Q: I have a silicon cell whose atoms feel no force, yet every calculation on it reports a pressure. Can I work out its size on paper?

Programs as named, releases of 2025 and 2026; functional PBE, dispersion none, spin orbit no, k mesh 6x6x6, occupations fermi-dirac, smearing width 0.05 eV, program ABINIT.

| potentials | basis | pressure (GPa) | pressure less the median of the rows (GPa) |
| --- | --- | --- | --- |
| JTH PAW PBE v2.0 | 299 eV | 1.260 | -0.030 |
| PseudoDojo NC SR PBE v0.4.1 standard | 381 eV | 1.280 | -0.010 |
| SPMS NC PBE v1.0 | 381 eV | 1.290 | 0.000 |
| PseudoDojo NC SR PBE v0.4.1 standard | 490 eV | 1.310 | 0.020 |
| Ansatz NC PBE | 490 eV | 1.340 | 0.050 |

A: Yes, if you start from the case where the answer is zero. For silicon in the diamond structure, PBE has one volume at which the calculated energy is lowest, and there the pressure vanishes. Your atoms feel no force because the symmetry of the diamond structure holds them in place, whatever the size of the cell. Pressure asks a different question, namely whether the energy would fall if the whole cell grew. In the table it is positive in every row, so the cell would like to expand.

Q: How does that wish to expand become a number?

A: Through the bulk modulus B, which measures how strongly a crystal resists a change of volume. Close to the volume of zero pressure, P = B ΔV/V, where P is the pressure and ΔV/V is the fraction by which the cell is too small. If each edge is too short by a small fraction s, the volume is too small by about 3s, because three edges contribute. The rule is therefore P ≈ 3Bs.

Q: Please work it through for the two PseudoDojo rows.

A: Two rough values for silicon with the PBE functional are enough: B is about 89 GPa, and the cubic edge that PBE prefers is about 5.47 Å (both recalled, not taken from these runs). Your cell has an edge of 5.443 Å, so the preferred one is about 0.5 % longer. Then P ≈ 3 × 89 GPa × 0.005 = 1.335 GPa, or about 1.3 GPa. The estimate is the same for both rows, since the rule knows only the crystal and the functional. The runs gave 1.28 GPa at the lower plane-wave cutoff (the column "basis") and 1.31 GPa at the higher one. Neither input was adjusted to these pressures.

Q: Why does PBE want a larger cell in the first place?

A: This is a well-known habit of the functional, not something these runs establish. Compared with the simpler local density approximation, which tends to make bonds too short, PBE favours electron densities that vary strongly in space, and a slightly expanded crystal has more of that variation. For silicon the tendency goes a little too far, and the bonds come out slightly too long. A cell close to the real crystal is then already squeezed in the eyes of PBE.

Q: How good is the rule over the whole table?

A: It lies within about 6 % of the computed pressure in every row, as the printed output after this text shows. That is better than the inputs deserve. An edge misfit quoted as 0.5 % may be off by 0.05 percentage points through rounding alone, which moves the estimate by 0.13 GPa; rounding the preferred edge to 0.01 Å allows nearly twice as much. The five runs differ by only about 0.08 GPa. The rule therefore accounts for the pressure that they share, but it can't tell you which run is the best.

Q: Does the rule have any use once I have the computed pressure?

A: Read it backwards, as s ≈ P/(3B), and it tells you how far the cell would grow if you let it relax. The lowest pressure in the table corresponds to an edge longer by 0.47 %, the highest to one longer by 0.50 %. Either way the relaxed cubic edge should be about 5.47 Å, against 5.44 Å in the cell used. Differences between runs that look noticeable as pressures almost vanish as lengths, because silicon is stiff.

Q: We simulate strained transistor channels. Should an offset of 1.3 GPa worry us?

A: It should, because the stresses put into silicon channels on purpose are also of the order of a GPa. If you call this cell unstrained, your model carries a compression from all sides that no process step has produced. Relax the crystal with the same functional first, and count the channel strain from that lattice. The choice among these five runs matters far less, since it shifts the edge by only about 0.03 %.

Q: Then why do the two PseudoDojo runs differ at all? The crystal and the potential are the same.

A: Only the cutoff differs, and its effect can be understood from the limit of an infinite one. There the plane waves describe the electrons completely at any volume, and the pressure carries no error from the basis. With a finite set, imagine the cell growing while the number of waves stays fixed. The waves stretch with the cell and resolve less detail, so the energy rises for a reason that has no physics in it. Expansion looks too costly, and the reported pressure comes out too low; this is the Pulay error.

Q: Can I estimate that error on paper as well?

A: Yes, from two total energies. With a fixed number of waves the cutoff falls as the volume to the power −2/3, so the error is two thirds of the cutoff, divided by the cell volume and multiplied by the fall of energy per unit of cutoff. Between the two PseudoDojo runs the energy falls by 4.5 meV per cell, which gives an average error of about 0.05 GPa over that range. The pressure itself rises by 0.03 GPa from one end to the other. An error that shrinks along the way without disappearing would do just this, so sign and order of magnitude agree.

Q: May I then blame the cutoff for the whole order of the table?

A: No, because the other rows change the potential too. At the same cutoff of 490 eV, the Ansatz potential gives 0.03 GPa more than PseudoDojo, as much as the change of cutoff did. Part of this may be the potential itself and part a different remaining basis error; these runs can't separate the two. The JTH row differs in both respects at once, so its low pressure has no single cause that the table could identify. Before you compare potentials at the level of 0.01 GPa, raise the cutoff for each until its pressure settles.

Q: How far from this volume can I trust the rule?

A: For small changes it is a straight line: lengthen the edge by 0.5 % and the pressure drops to about zero, shorten it by as much and the pressure roughly doubles. All five runs share one volume, so they test a single point of that line and not its slope. Theory tells us how it bends, because a compressed crystal becomes stiffer. The Murnaghan equation, which includes this stiffening (here B grows by roughly 4 GPa for each GPa of pressure, a recalled value), gives 6.0 GPa for a misfit of 2 %, where the straight rule gives 5.3 GPa. Up to about 1 % the rule serves well; beyond that, use the curve.

The analysis program printed:

```
cubic edge of the cell used, angstrom: 5.443
pressure from the rule 3 B s, GPa: 1.335
rule against the runs:
                                   row  computed GPa  rule less computed GPa  miss percent
                      JTH PAW PBE v2.0          1.26                   0.075         5.952
  PseudoDojo NC SR PBE v0.4.1 standard          1.28                   0.055         4.297
                      SPMS NC PBE v1.0          1.29                   0.045         3.488
  PseudoDojo NC SR PBE v0.4.1 standard          1.31                   0.025         1.908
                         Ansatz NC PBE          1.34                  -0.005       -0.3731
mean absolute miss of the rule, GPa: 0.041
spread of the five pressures, GPa: 0.08
shift of the rule if s changes by 0.05 percentage points, GPa: 0.1335
rule read backwards:
                                   row  volume expansion percent  edge expansion percent  relaxed cubic edge angstrom
                      JTH PAW PBE v2.0                     1.416                  0.4719                        5.469
  PseudoDojo NC SR PBE v0.4.1 standard                     1.438                  0.4794                        5.469
                      SPMS NC PBE v1.0                     1.449                  0.4831                         5.47
  PseudoDojo NC SR PBE v0.4.1 standard                     1.472                  0.4906                         5.47
                         Ansatz NC PBE                     1.506                  0.5019                        5.471
spread expressed as volume, percent: 0.08989
spread expressed as edge, percent: 0.02996
PseudoDojo pressure change from 381 to 490 eV, GPa: 0.03
PseudoDojo energy drop from 381 to 490 eV, meV per cell: 4.52
mean missing Pulay pressure between these cutoffs, GPa: 0.0479
SPMS less PseudoDojo at 381 eV, GPa: 0.01
Ansatz potential less PseudoDojo at 490 eV, GPa: 0.03
Murnaghan pressure at misfit 0.5 percent, GPa: 1.372
straight rule at misfit 2 percent, GPa: 5.34
Murnaghan pressure at misfit 2 percent, GPa: 5.968
```
